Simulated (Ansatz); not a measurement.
Molecular dynamics on a 2×2×2 supercell (16 atoms) of AlP (F-43m), relaxed with r2SCAN. Forces come from PBE in the PAW code Ansatz: constant energy and volume (NVE), velocities drawn at 1700 K, steps of 1.5 fs. Spin polarisation is off, nuclei are classical, and the run is far too short for thermal averages.

```yaml
crystal:
  lattice:
    - [0.0, 5.4785215892, 5.4785215892]
    - [5.4785215892, 0.0, 5.4785215892]
    - [5.4785215892, 5.4785215892, 0.0]
  atoms:
    - { symbol: Al, position: [0.0, 0.0, 0.0] }
    - { symbol: P, position: [0.125, 0.125, 0.125] }
    - { symbol: Al, position: [0.0, 0.0, 0.5] }
    - { symbol: P, position: [0.125, 0.125, 0.625] }
    - { symbol: Al, position: [0.0, 0.5, 0.0] }
    - { symbol: P, position: [0.125, 0.625, 0.125] }
    - { symbol: Al, position: [0.0, 0.5, 0.5] }
    - { symbol: P, position: [0.125, 0.625, 0.625] }
    - { symbol: Al, position: [0.5, 0.0, 0.0] }
    - { symbol: P, position: [0.625, 0.125, 0.125] }
    - { symbol: Al, position: [0.5, 0.0, 0.5] }
    - { symbol: P, position: [0.625, 0.125, 0.625] }
    - { symbol: Al, position: [0.5, 0.5, 0.0] }
    - { symbol: P, position: [0.625, 0.625, 0.125] }
    - { symbol: Al, position: [0.5, 0.5, 0.5] }
    - { symbol: P, position: [0.625, 0.625, 0.625] }
kpoints:
  mp_grid: { grid: [2, 2, 2] }
hamiltonian:
  xc: pbe
scf:
  occupations: { method: fermi_dirac, width: 0.146 }
md:
  ensemble: nve
  temperature: 1700
  timestep: 1.5
  n_steps: 40
  initial_velocities: maxwell_boltzmann
  seed: 1992
```

Run as `ansatz run input.yaml --threads 4 --pin off --max-ram 3686MiB --backend cpu --events-out ev --progress --plain --runs-dir out`. Wall time 52 s on 4 threads of Arm Neoverse V1, on a shared host; peak host memory 0.85 GiB.

Question: How do temperature and energy develop?

Answer: The temperature goes from 1700 K to 336 K in 60 fs. The atoms start on their lattice sites with kinetic energy alone, so much of it first passes into potential energy. The conserved energy stays within 0.49 meV an atom. By the last step the atoms have moved 0.30 Å in the root mean square, the drift of the whole cell taken out, 0.47 Å at most.

| step | t (fs) | T (K) | free energy F from step 0 (meV/atom) | kinetic energy (meV/atom) | largest force (eV/Å) |
| --- | --- | --- | --- | --- | --- |
| 0 | 0 | 1700 | 0.0 | 206.0 | 0.00 |
| 1 | 1.5 | 1683 | 2.0 | 204.0 | 0.41 |
| 2 | 3 | 1634 | 8.0 | 198.0 | 0.84 |
| 3 | 4.5 | 1555 | 17.6 | 188.4 | 1.28 |
| 4 | 6 | 1449 | 30.5 | 175.6 | 1.72 |
| 5 | 7.5 | 1321 | 46.0 | 160.1 | 2.16 |
| 6 | 9 | 1180 | 63.3 | 142.9 | 2.58 |
| 7 | 10.5 | 1032 | 81.3 | 125.0 | 2.98 |
| 8 | 12 | 886 | 99.0 | 107.4 | 3.32 |
| 9 | 13.5 | 751 | 115.3 | 91.1 | 3.59 |
| 10 | 15 | 636 | 129.4 | 77.1 | 3.78 |
| 11 | 16.5 | 546 | 140.3 | 66.2 | 3.87 |
| 12 | 18 | 486 | 147.6 | 58.9 | 3.86 |
| 13 | 19.5 | 457 | 151.1 | 55.4 | 3.75 |
| 14 | 21 | 459 | 150.9 | 55.6 | 3.56 |
| 15 | 22.5 | 487 | 147.4 | 59.0 | 3.30 |
| 16 | 24 | 537 | 141.3 | 65.1 | 3.01 |
| 17 | 25.5 | 603 | 133.2 | 73.1 | 2.71 |
| 18 | 27 | 680 | 123.9 | 82.4 | 2.43 |
| 19 | 28.5 | 761 | 114.0 | 92.3 | 2.19 |
| 20 | 30 | 843 | 104.1 | 102.1 | 2.00 |
| 21 | 31.5 | 920 | 94.8 | 111.4 | 1.89 |
| 22 | 33 | 990 | 86.3 | 119.9 | 1.83 |
| 23 | 34.5 | 1050 | 78.9 | 127.3 | 1.82 |
| 24 | 36 | 1100 | 72.9 | 133.3 | 1.84 |
| 25 | 37.5 | 1137 | 68.4 | 137.8 | 1.87 |
| 26 | 39 | 1162 | 65.4 | 140.8 | 1.90 |
| 27 | 40.5 | 1173 | 64.0 | 142.2 | 1.92 |
| 28 | 42 | 1171 | 64.3 | 141.9 | 1.93 |
| 29 | 43.5 | 1155 | 66.2 | 139.9 | 1.92 |
| 30 | 45 | 1125 | 69.9 | 136.3 | 1.90 |
| 31 | 46.5 | 1081 | 75.2 | 131.0 | 1.86 |
| 32 | 48 | 1025 | 82.0 | 124.2 | 1.81 |
| 33 | 49.5 | 956 | 90.3 | 115.9 | 1.76 |
| 34 | 51 | 877 | 99.9 | 106.3 | 1.74 |
| 35 | 52.5 | 790 | 110.5 | 95.7 | 1.86 |
| 36 | 54 | 696 | 121.9 | 84.3 | 2.03 |
| 37 | 55.5 | 600 | 133.6 | 72.7 | 2.23 |
| 38 | 57 | 505 | 145.2 | 61.1 | 2.56 |
| 39 | 58.5 | 415 | 156.0 | 50.3 | 2.88 |
| 40 | 60 | 336 | 165.7 | 40.7 | 3.16 |

Positions (Å) and forces (eV/Å) at step 40:
```
Al   0.042  -0.080   0.068    -0.250   1.686  -1.198
P    1.278   1.657   1.167     0.168  -1.490   0.382
Al   2.736   2.679  -0.250     0.874   0.636  -0.550
P    4.445   3.820   1.226    -2.083  -0.287   0.200
Al   2.666   0.196   2.494    -1.559   0.983   2.568
P    3.976   1.291   4.192     0.590   0.777   0.044
Al   5.625   2.807   2.892    -0.757  -0.995   1.465
P    6.742   4.308   4.276     1.027   0.271  -0.793
Al  -0.092   2.682   2.700    -0.050   1.711   0.047
P    1.219   3.998   4.201     1.708  -0.445  -1.102
Al   2.969   5.203   2.536    -1.126  -1.355   0.619
P    4.170   6.607   3.839    -0.262   1.078   1.792
Al   2.632   2.679   5.739     0.819   0.888  -2.089
P    3.967   4.358   6.860     1.357  -2.161  -0.663
Al   5.454   5.786   5.713    -0.129  -1.048  -1.120
P    6.972   6.800   7.129    -0.326  -0.249   0.400
```
